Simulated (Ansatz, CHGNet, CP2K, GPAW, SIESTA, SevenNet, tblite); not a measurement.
# Running Janus WSSe zigzag nanoribbon, bare edges (72 atoms) with tblite

How near does tblite come to plane waves for Janus WSSe zigzag nanoribbon, bare edges (72 atoms)?

Main program and level: tblite 0.8.0; the method is named at each step.

### Step 1. The structure

The cell holds 72 atoms: 24 W, 24 S and 24 Se. Its edges and angles: a = 25.760 Å, b = 19.436 Å, c = 15.230 Å, α = 90.0°, β = 90.0°, γ = 90.0°. It derives from WSeS (Janus WSSe). Janus WSSe (a = 3.22 Å), rectangular cell with x along the zigzag direction; strip nominally 8 Å wide, 8 periods, 12 Å of vacuum; not relaxed, displaced by a Gaussian of 0.02 Å. Then every atom was moved at random, 0.03 Å r.m.s. a Cartesian component. Vacuum lies along b and c. The structure's axis is a.

The yardstick, on the same geometry:

```
method                 : Kohn-Sham DFT, PBE, PAW, plane waves (Ansatz 0.2.0); cutoff 420 eV, Γ point, fermi-dirac smearing of 0.05 eV; PAW set soft_2
r.m.s. force component : 0.9704 eV/Å
longest force          : 3.435 eV/Å
SCF cycles             : 16
time                   : 99 s on 16 threads of Arm Neoverse N1, shared host
CPU time               : 25 min
```

### Step 2. GFN1-xTB

Method: GFN1-xTB tight binding, diagonalisation.

Contents of run.py:

```python
import numpy as np
from ase.io import read
from tblite.ase import TBLite

atoms = read("structure.xyz")
atoms.calc = TBLite(method="GFN1-xTB", electronic_temperature=580, accuracy=1.0, max_iterations=250, mixer_damping=0.1, verbosity=1)
energy = atoms.get_potential_energy()
forces = atoms.get_forces()
print(f"energy {energy:.6f} eV")
print("forces (eV/A)")
for i, (a, f) in enumerate(zip(atoms, forces)):
    print(f"{i:4d} {a.symbol:2s} {f[0]:10.5f} {f[1]:10.5f} {f[2]:10.5f}")
print("charges (e)")
print(np.array2string(atoms.get_charges(), precision=4, suppress_small=True, max_line_width=110, threshold=100000))
```

Contents of structure.xyz:

```xyz
72
Lattice="25.76000 0.00000 0.00000 0.00000 19.43627 0.00000 0.00000 0.00000 15.23000" Properties=species:S:1:pos:R:3 pbc="T T T"
W 1.61361 5.98598 7.62657
W 25.71544 8.78850 7.70806
S 1.59377 7.83515 9.17196
Se 1.62262 7.83904 6.02560
W 1.60691 11.63377 7.69846
S 0.04199 10.61648 9.24933
Se 0.03040 10.70511 5.96483
S 1.65740 13.45476 9.20791
Se 1.58372 13.42696 6.03611
W 4.85937 6.00114 7.68673
W 3.25272 8.82815 7.68734
S 4.80630 7.86586 9.28284
Se 4.80527 7.84778 5.98295
W 4.84108 11.63727 7.69755
S 3.24009 10.63242 9.24354
Se 3.16668 10.56653 5.98478
S 4.81274 13.37157 9.22253
Se 4.79007 13.40383 6.02011
W 8.01548 5.99395 7.71141
W 6.44155 8.79336 7.72405
S 8.04098 7.81805 9.17135
Se 8.07447 7.88121 5.97717
W 8.08297 11.61473 7.66343
S 6.40909 10.62095 9.24370
Se 6.38539 10.63378 6.01372
S 7.99359 13.41705 9.18674
Se 8.05052 13.54319 5.99834
W 11.22544 5.94322 7.69465
W 9.66283 8.83942 7.70623
S 11.27902 7.85692 9.23532
Se 11.27799 7.84487 6.02697
W 11.27541 11.59335 7.72085
S 9.69632 10.65943 9.17212
Se 9.69143 10.69695 5.99666
S 11.22672 13.41958 9.21156
Se 11.28958 13.42366 6.04037
W 14.51061 5.98520 7.70851
W 12.94492 8.73136 7.70379
S 14.52426 7.88102 9.23319
Se 14.47429 7.84584 6.01783
W 14.51756 11.61842 7.72115
S 12.80968 10.62289 9.15186
Se 12.86738 10.62387 5.94564
S 14.46476 13.40520 9.18232
Se 14.51602 13.43143 5.99498
W 17.75869 6.04798 7.70745
W 16.03869 8.82173 7.65582
S 17.71361 7.91873 9.27477
Se 17.70279 7.84759 5.95402
W 17.66750 11.56030 7.76364
S 16.03637 10.63164 9.23197
Se 16.11880 10.63319 6.03748
S 17.64199 13.49616 9.24476
Se 17.76178 13.45942 6.01326
W 20.91042 5.98715 7.69785
W 19.28625 8.78617 7.69328
[... 12 atom lines left out ...]
S 22.45113 10.66896 9.31223
Se 22.50986 10.62250 5.96513
S 24.19482 13.41550 9.14607
Se 24.11110 13.48216 6.00169
```

Command:

```bash
$ OMP_NUM_THREADS=1 python run.py > output.txt
```

The program printed:

```text
------------------------------------------------------------
  cycle        total energy    energy error   density error
------------------------------------------------------------
      1     -218.2421762746  -2.1856237E+02   7.7885553E-01
      2     -213.5954627037   4.6467136E+00   8.0507461E-01
      3     -223.1325801469  -9.5371174E+00   5.9853846E-01
      4     -211.0428434887   1.2089737E+01   6.9906147E-01
      5     -218.5194304144  -7.4765869E+00   6.0527878E-01
      6     -217.5241768167   9.9525360E-01   4.9877475E-01
      7     -214.8179958894   2.7061809E+00   4.2707469E-01
      8     -215.5564194754  -7.3842359E-01   3.4275002E-01
      9     -223.3078701111  -7.7514506E+00   1.6965352E-01
     10     -224.5837557475  -1.2758856E+00   8.5699331E-02
     11     -224.6671005975  -8.3344850E-02   7.1429649E-02
     12     -224.9747570227  -3.0765643E-01   4.0858582E-02
     13     -225.0292108890  -5.4453866E-02   2.7603036E-02
     14     -225.0601992471  -3.0988358E-02   1.2517180E-02
     15     -225.0633174198  -3.1181726E-03   7.6201276E-03
     16     -225.0655294786  -2.2120589E-03   3.7126656E-03
     17     -225.0660913494  -5.6187081E-04   1.9085764E-03
     18     -225.0661251891  -3.3839677E-05   1.5023989E-03
     19     -225.0661747360  -4.9546875E-05   1.0505301E-03
     20     -225.0661849926  -1.0256650E-05   8.3187970E-04
     21     -225.0661922009  -7.2082940E-06   6.2702786E-04
     22     -225.0662014516  -9.2506979E-06   4.3823050E-04
     23     -225.0661974834   3.9682317E-06   4.4229876E-04
     24     -225.0662033885  -5.9051003E-06   1.8490999E-04
     25     -225.0662049574  -1.5688790E-06   7.3462357E-05
     26     -225.0662050958  -1.3840389E-07   3.3672268E-05
     27     -225.0662051001  -4.2991246E-09   3.3622506E-05
     28     -225.0662051263  -2.6253247E-08   2.1603078E-05
     29     -225.0662051319  -5.5117368E-09   1.6610028E-05
------------------------------------------------------------
 total:                                   7.993 sec
energy -6124.363389 eV
forces (eV/A)
   0 W    -0.10413    2.14599    0.60023
   1 W     0.23337   -0.07049   -1.53151
   2 S     0.31057   -1.28228    0.40399
   3 Se   -0.19978   -0.75367   -0.46269
   4 W     0.50516    0.57618    1.63296
   5 S    -0.37099    0.61112   -0.41648
   6 Se   -0.39955   -0.05272    0.60257
   7 S     0.06571   -1.42169   -1.06394
   8 Se   -0.12229    0.31723   -0.31358
   9 W     0.30559    2.66052    0.25509
  10 W    -0.36268   -1.69405    0.36017
  11 S     0.22708   -1.33817   -0.26704
  12 Se    0.45464   -1.15690    0.05934
  13 W    -0.69883    0.59029    1.25041
  14 S    -0.20462    0.72487   -0.36760
  15 Se    0.35448    1.44277   -0.00150
  16 S    -0.00592   -0.90239   -0.59237
  17 Se    0.02076    0.19350   -0.43145
  18 W    -0.23930    2.06500   -0.72834
  19 W    -0.73274   -0.78871   -1.25943
  20 S     0.31606   -0.80302    1.46289
  21 Se   -0.18036   -1.35380    0.33537
  22 W    -0.97724    1.19357    1.36898
  23 S     0.64872    0.71706   -0.31395
[...]
64 W    -0.86622   -1.25358    1.04324
  65 S    -0.23719   -1.65950    0.29570
  66 Se    0.22980   -0.69204   -0.08400
  67 W    -0.32423    0.56738    1.54597
  68 S     0.90828    0.10184   -1.11641
  69 Se    0.06979    1.08364    0.36922
  70 S     0.05316   -1.24147   -1.25820
  71 Se   -0.35855   -0.05053    0.15405
charges (e)
[ 0.0705  0.2495 -0.1498 -0.0397  0.4409 -0.182  -0.0951 -0.1981 -0.0724  0.0525  0.2604 -0.1577 -0.0467
  0.4487 -0.1873 -0.0958 -0.1921 -0.0816  0.0723  0.2602 -0.1465 -0.0534  0.4168 -0.1873 -0.1005 -0.1925
 -0.0781  0.0588  0.2465 -0.16   -0.0458  0.4746 -0.1797 -0.0957 -0.2048 -0.0757  0.052   0.2667 -0.1503
 -0.043   0.45   -0.1908 -0.1119 -0.1888 -0.0785  0.065   0.2339 -0.1556 -0.0463  0.41   -0.1783 -0.0904
 -0.2059 -0.0759  0.0653  0.2605 -0.1572 -0.037   0.4765 -0.1789 -0.1021 -0.19   -0.078   0.0571  0.2228
 -0.1506 -0.0461  0.4033 -0.1812 -0.1018 -0.1931 -0.0648]
```

Elapsed: 9 s, on 1 thread of Arm Neoverse N1, shared host; peak memory 0.33 GiB.

Banners, paths, timers and routine set-up lines are dropped from the logs unmarked, and long logs keep their key lines alone; longer cuts are marked.

Against the reference:

* r.m.s. force component: 0.9111 eV/Å
* r.m.s. difference of force components: 387.7 meV/Å
* longest difference of force vectors: 1339 meV/Å
* force difference over r.m.s. force: 39.95 %
* slope of forces against the reference's: 0.861
* correlation of force components: 0.917

Length of the force difference by element (eV/Å):

```csv
element,atoms,mean,most
S,24,0.50,0.80
Se,24,0.61,0.91
W,24,0.79,1.3
```

The surroundings of W41, picked at random, nearest first, numbered as they follow in the input and with coordinates relative to it.

```csv
atom,x,y,z,distance (Å),bonds,Mulliken charge (e),Fx,Fy,Fz (eV/Å)
W41,0.00,0.00,0.00,0.00,6,0.45,-0.97,1.38,0.48
S44,-0.05,1.79,1.46,2.31,1,-0.19,-0.02,-1.19,-0.81
S51,1.52,-0.99,1.51,2.36,3,-0.18,0.38,0.18,0.54
S42,-1.71,-1.00,1.43,2.44,3,-0.19,1.19,0.11,0.86
Se45,0.00,1.81,-1.73,2.50,1,-0.08,0.07,-0.10,-0.14
Se52,1.60,-0.99,-1.68,2.52,3,-0.09,-0.13,1.06,-0.76
Se43,-1.65,-0.99,-1.78,2.62,3,-0.11,0.31,0.35,0.99
W50,3.15,-0.06,0.04,3.15,6,0.41,0.51,1.96,0.66
W47,1.52,-2.80,-0.07,3.18,6,0.23,1.28,-1.48,0.75
W32,-3.24,-0.03,0.00,3.24,6,0.47,-0.15,1.81,-0.07
W38,-1.57,-2.89,-0.02,3.29,6,0.27,-1.26,0.02,-0.81
```

Atoms are counted from 1 here, from 0 in the log.

Forces lie 40 % from the reference's, at 0.0061 times its CPU time (on 1 against 16 cores).

### Step 3. Outcome

| Property | Result |
| --- | --- |
| force difference from the reference | tblite GFN1-xTB, 40 % |
| its CPU time | 9 s |

**Reading.** Tight binding differs by 40 % (tblite GFN1-xTB); it is another model, with fitted parameters of its own, and the xTB methods hold dispersion. One electronic-structure run takes under half the reference's CPU time: tblite GFN1-xTB, at 40 % in 9 s against 25 min. Periodic xTB results under one method name differ between programs and library versions. The runs have no spin polarisation, so moments on W can't form, and no Hubbard term. The electronic-structure runs sample only Γ, in a cell whose periodic width is 26 Å. Spin–orbit coupling is left out, which matters for the levels of the heavy elements.

[Also dropped from logs without a mark: logging warnings of Python, and SIESTA's first energy breakdown and zero terms.]

[Logs are printed without paths, hosts, clocks, repeated set-up lines and the standing remarks that a program may print on its own settings, such as how far it seeks lower states.]

[Hosts, paths, dates, database ids (printed as entryN), source tags and the programs' standing remarks are cut or masked in the printed files.]
